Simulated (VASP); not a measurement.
# Rh in VASP: work function with PBE

Aim: the work function of Rh with PBE.

Program: VASP 6.6.1. These are calculated values, not measurements. Logs are shortened: lines on timing, memory, paths and dates and some standing lists are left out, and cuts for length are marked.

## Step 1: The structure

The cell holds a slab with vacuum, 5 atoms: a = 3.867 Å, b = 10.231 Å, c = 23.104 Å, α = 90.00°, β = 90.00°, γ = 100.89°.

The cell was built by a generator and needn't be a form met in nature.

## Step 2: Work function, PBE

Contents of INCAR:

```
ALGO = Fast
DIPOL = 0.5 0.5 0.500
EDIFF = 1E-7
ENCUT = 520
GGA = PE
IDIPOL = 3
ISIF = 2
ISMEAR = 1
KPAR = 2
LASPH = T
LCHARG = T
LDIPOL = T
LREAL = F
LVACPOTAV = T
LVHAR = T
LWAVE = F
NELM = 100
PREC = Accurate
SIGMA = 0.1
```

Contents of KPOINTS:

```
k-points
0
Gamma
  9 4 1
```

Contents of POSCAR:

```
Rh                                      
1.0
    3.8668983000      0.0000000000      0.0000000000
   -1.9334491000     10.0464965000      0.0000000000
    0.0000000000      0.0000000000     23.1039786400
  Rh            
     5
Direct
     0.0000000000000000    0.0000000000000000    0.5000000000000000
     0.3999999999999986    0.7999999999999972    0.5000000000000000
     0.7999999999999972    0.6000000000000014    0.5000000000000000
     0.2000000000000028    0.3999999999999986    0.5000000000000000
     0.6000000000000014    0.2000000000000028    0.5000000000000000
```

Potentials or basis: VASP PAW PBE potentials, release 64 (Rh_pv).

Launch:

```bash
$ cat potpaw_PBE.64/Rh_pv/POTCAR > POTCAR
$ mpirun -np 2 vasp_std > vasp.out
```

OUTCAR:

```text
EDIFF = 1E-7
   ENCUT = 520
   GGA = PE
   ISIF = 2
   ISMEAR = 1
   LASPH = T
   LREAL = F
   NELM = 100
   PREC = Accurate

 ion  position               nearest neighbor table
   1  0.000  0.000  0.500-   2 2.79   5 2.79   5 2.79   2 2.79
   2  0.400  0.800  0.500-   3 2.79   1 2.79   3 2.79   1 2.79
   3  0.800  0.600  0.500-   2 2.79   4 2.79   2 2.79   4 2.79
   4  0.200  0.400  0.500-   5 2.79   3 2.79   5 2.79   3 2.79
   5  0.600  0.200  0.500-   4 2.79   1 2.79   4 2.79   1 2.79
[... 8 lines left out ...]
 A1 = (   1.9334491000, -10.0464965000,   0.0000000000)
 A2 = (   1.9334492000,  10.0464965000,   0.0000000000)
 A3 = (   0.0000000000,   0.0000000000,  23.1039786400)

Analysis of symmetry for initial positions (statically):
=====================================================================
 Subroutine PRICEL returns following result:

  LATTYP: Found a base centered orthorhombic cell.
 ALAT       =     3.8668983000
 B/A-ratio  =     1.0392304861
 C/A-ratio  =     5.9748089677

  Lattice vectors:

 A1 = (  -1.9334491400,   2.0092993000,   0.0000000000)
 A2 = (  -1.9334491600,  -2.0092993000,   0.0000000000)
 A3 = (   0.0000000000,   0.0000000000,  23.1039786400)

   5 primitive cells build up your supercell.

 Routine SETGRP: Setting up the symmetry group for a
 base centered orthorhombic supercell.

 Subroutine GETGRP returns: Found  8 space group operations
 (whereof  8 operations were pure point group operations)
 out of a pool of  8 trial point group operations.

The static configuration has the point symmetry D_2h.

Analysis of symmetry for dynamics (positions and initial velocities):
=====================================================================
 Subroutine PRICEL returns following result:

  LATTYP: Found a base centered orthorhombic cell.
 ALAT       =     3.8668983000
 B/A-ratio  =     1.0392304861
 C/A-ratio  =     5.9748089677

  Lattice vectors:

 A1 = (  -1.9334491400,   2.0092993000,   0.0000000000)
 A2 = (  -1.9334491600,  -2.0092993000,   0.0000000000)
 A3 = (   0.0000000000,   0.0000000000,  23.1039786400)

   5 primitive cells build up your supercell.

 Routine SETGRP: Setting up the symmetry group for a
 base centered orthorhombic supercell.

 Subroutine GETGRP returns: Found  8 space group operations
 (whereof  8 operations were pure point group operations)
 out of a pool of  8 trial point group operations.

The dynamic configuration has the point symmetry D_2h.

 Subroutine INISYM returns: Found  8 space group operations
 (whereof  8 operations are pure point group operations),
 and found     5 'primitive' translations

----------------------------------------------------------------------------------------

                                     Primitive cell

  volume of cell :     179.5123

  direct lattice vectors                    reciprocal lattice vectors
    -1.933449140  2.009299300  0.000000000    -0.258605198  0.248842969  0.000000000
    -1.933449160 -2.009299300  0.000000000    -0.258605198 -0.248842966  0.000000000
     0.000000000  0.000000000 23.103978640     0.000000000  0.000000000  0.043282588

  length of vectors
     2.788460015  2.788460029 23.103978640     0.358886432  0.358886431  0.043282588

  position of ions in fractional coordinates (direct lattice)
     0.000000000  0.000000000  0.500000000

  ion indices of the primitive-cell ions
   primitive index   ion index
                 1           1

----------------------------------------------------------------------------------------

 KPOINTS: k-points

Automatic generation of k-mesh.
 Grid dimensions read from file:
 generate k-points for:    9    4    1

 Generating k-lattice:

[... 17 lines left out ...]
|           WW  WW  A    A  R   R   N   NN  II  N   NN  G    G                |
|           W    W  A    A  R    R  N    N  II  N    N   GGGG   !!!           |
|                                                                             |
|     Your reciprocal lattice and k-lattice belong to different lattice       |
|     classes:                                                                |
|                                                                             |
|        The reciprocal lattice is base centered orthorhombic,                |
|        whereas your k-lattice is simple monoclinic.                         |
|                                                                             |
|     Results are often still useful ...                                      |
|                                                                             |
 -----------------------------------------------------------------------------

 WARNING: IBZKPT: internal override: KBLOWUP is changed to .FALSE.
      ... skipping the blow-up phase ...

 Subroutine IBZKPT returns following result:
 ===========================================

 Found     19 irreducible k-points:

 Following reciprocal coordinates:
            Coordinates               Weight
  0.000000  0.000000  0.000000      1.000000
  0.111111 -0.000000  0.000000      2.000000
  0.222222 -0.000000  0.000000      2.000000
  0.333333  0.000000  0.000000      2.000000
  0.444444 -0.000000  0.000000      2.000000
  0.000000  0.250000  0.000000      2.000000
[... 11 lines left out ...]
  0.333333  0.500000  0.000000      2.000000
  0.444444  0.500000  0.000000      2.000000
   k-points           NKPTS =     19   k-points in BZ     NKDIM =     19   number of bands    NBANDS=     45
   number of dos      NEDOS =    301   number of ions     NIONS =      5
   total plane-waves  NPLWV = 432000
   dimension x,y,z NGX =    30 NGY =   80 NGZ =  180
   dimension x,y,z NGXF=    60 NGYF=  160 NGZF=  360
   ions per type =               5
   NGX,Y,Z   is equivalent  to a cutoff of  12.90, 13.00, 12.95 a.u.
   NGXF,Y,Z  is equivalent  to a cutoff of  25.80, 26.00, 25.90 a.u.
 SYSTEM =  unknown system
   PREC   = accura    normal or accurate (medium, high low for compatibility)
   ISTART =      0    job   : 0-new  1-cont  2-samecut
   ICHARG =      2    charge: 1-file 2-atom 10-const
   ISPIN  =      1    spin polarized calculation?
   LNONCOLLINEAR =      F non collinear calculations
   LSORBIT =      F    spin-orbit coupling
   LASPH  =      T    aspherical Exc in radial PAW
   ENCUT  =  520.0 eV  38.22 Ry    6.18 a.u.   7.19 19.02 42.96*2*pi/ulx,y,z
   NELM   =    100;   NELMIN=  2; NELMDL= -5     # of ELM steps
   EDIFF  = 0.1E-06   stopping-criterion for ELM
   LREAL  =      F    real-space projection
   EDIFFG = 0.1E-05   stopping-criterion for IOM
   NSW    =      0    number of steps for IOM
   IBRION =     -1    ionic relax: 0-MD 1-quasi-New 2-CG
   NFREE  =      0    steps in history (QN), initial steepest desc. (CG)
   ISIF   =      2    stress and relaxation
   ISYM   =      2    0-nonsym 1-usesym 2-fastsym
   POTIM  = 0.5000    time-step for ionic-motion
   TEBEG  =    0.0;   TEEND  =   0.0 temperature during run
   PSTRESS=    0.0 pullay stress
   NELECT =      75.0000    total number of electrons
   NUPDOWN=      -1.0000    fix difference up-down
   EMIN   =  10.00;   EMAX   =-10.00  energy-range for DOS
   EFERMI =   0.00;   METHOD = LEGACY
   ISMEAR =     1;   SIGMA  =   0.10  broadening in eV -4-tet -1-fermi 0-gaus
   EFERMI_NEDOS =   21; number of points for ismear=-14 and -15
   IALGO  =     68    algorithm
   IMIX   =      4    mixing-type and parameters
     AMIX     =   0.40;   BMIX     =  1.00
     AMIX_MAG =   1.60;   BMIX_MAG =  1.00
  volume/ion in A,a.u.               =     179.51      1211.41
  Fermi-wavevector in a.u.,A,eV,Ry     =   0.715716  1.352507  6.969570  0.512249
  Thomas-Fermi vector in A             =   1.803949
   LORBIT       =      0    0 simple, 1 ext, 2 COOP (PROOUT), +10 PAW based schemes
   GGA     = PE    functional components
   LHFCALC =     F    Hartree Fock is set to
   AEXX    =    0.0000 exact exchange contribution
   IVDW    =     0    specifies the selected vdW correction
   LEPSILON=     F    determine dielectric tensor
   LRPA    =     F    only Hartree local field effects (RPA)
 non-spin polarized calculation
 RMM-DIIS sequential band-by-band and
 Methfessel and Paxton  Order N= 1 SIGMA  =   0.10
  energy-cutoff  :      520.00
  volume of cell :      897.56
 maximum number of plane-waves:     24231
 NGX is ok and might be reduce to    30
   NGX = 15   NGY = 37   NGZ = 85

 dipolmoment           0.000000      0.000000      0.000000 electrons x Angstroem

 number of electron      75.0000012 magnetization

 dipolmoment           0.000000      0.000000     -0.000000 electrons x Angstroem

 Free energy of the ion-electron system (eV)
  ---------------------------------------------------
  ext. energy  EPLUGINS =         0.00000000
  ---------------------------------------------------
  free energy    TOTEN  =       -23.01834690 eV

  energy without entropy =      -23.00544790  energy(sigma->0) =      -23.01404723

 E-fermi :  -4.2689     XC(G=0):  -1.9618

 val. band max:       -4.2741474249   @ k =   0.0000   0.0000   0.0000
 cond. band min:      -4.2672920346   @ k =   0.2222  -0.0000   0.0000
 fundamental gap:      0.0068553903
 Fermi energy:        -4.2689071942

 k-point     1 :       0.0000    0.0000    0.0000
  band No.  band energies     occupation
      1     -49.9202      2.00000
      2     -49.9202      2.00000
      3     -49.8831      2.00000
      4     -49.8831      2.00000
      5     -49.7841      2.00000
      6     -49.7841      2.00000
[... 901 lines left out ...]
     44      -1.8484      0.00000
     45      -1.8156      0.00000

------------------------ aborting loop because EDIFF is reached ----------------------------------------

 vacuum level on the upper side and lower side of the slab       (xc-potential included)        -0.074        -0.074

  FORCE on cell =-STRESS in cart. coord.  units (eV):
  Direction    XX          YY          ZZ          XY          YZ          ZX
  --------------------------------------------------------------------------------------
  -------------------------------------------------------------------------------------
  Total      -22.5872584    -23.3454610     -0.0404465     -0.0000001      0.0000000      0.0000000
  in kB      -40.3190175    -41.6724347     -0.0721984     -0.0000002      0.0000000      0.0000000
  external PRESSURE =     -27.3545502 kB  Pullay stress =       0.0000000 kB

 VOLUME and BASIS-vectors are now :
 -----------------------------------------------------------------------------
  energy-cutoff  :      520.00
  volume of cell :      897.56
      direct lattice vectors                 reciprocal lattice vectors
     3.866898300  0.000000000  0.000000000     0.258605198  0.049768592  0.000000000
    -1.933449100 10.046496500  0.000000000     0.000000000  0.099537187  0.000000000
     0.000000000  0.000000000 23.103978640     0.000000000  0.000000000  0.043282588

 POSITION                                       TOTAL-FORCE (eV/Angst)
 -----------------------------------------------------------------------------------
      0.00000      0.00000     11.55199        -0.000000     -0.000000     -0.000000
      0.00000      8.03720     11.55199         0.000000      0.000000     -0.000000
      1.93345      6.02790     11.55199        -0.000000     -0.000000      0.000000
      0.00000      4.01860     11.55199        -0.000000     -0.000000      0.000000
      1.93345      2.00930     11.55199         0.000000      0.000000      0.000000
 -----------------------------------------------------------------------------------
    total drift:                                0.000000      0.000000     -0.000000

  FREE ENERGIE OF THE ION-ELECTRON SYSTEM (eV)
  ---------------------------------------------------
  free  energy   TOTEN  =       -23.0183468953 eV

  energy  without entropy=      -23.0054479022  energy(sigma->0) =      -23.01404723

 vacuum level on the upper side and lower side of the slab         1.359         1.359
```

Wall time 12 min (2 MPI ranks of Intel Xeon 6975P-C (Granite Rapids), shared host); peak memory 1.2 GiB.

Results:

```
Free energy                     : -23.0183 eV
Band gap on the k mesh          : none (metal or under the smearing width)
Work function of the upper face : 5.63 eV
Work function of the lower face : 5.63 eV
```

Levels at points of the mesh, in eV from the Fermi level:
| k point | band 35 | band 36 | band 37 | band 38 | band 39 | band 40 | band 41 | band 42 |
| --- | --- | --- | --- | --- | --- | --- | --- | --- |
| (0.00, 0.00, 0.00) | -0.04 | -0.04 | -0.01 | -0.01 | 0.11 | 0.14 | 0.57 | 0.77 |
| (0.00, 0.50, 0.00) | -0.28 | -0.28 | -0.04 | -0.04 | 0.09 | 0.28 | 0.28 | 1.54 |
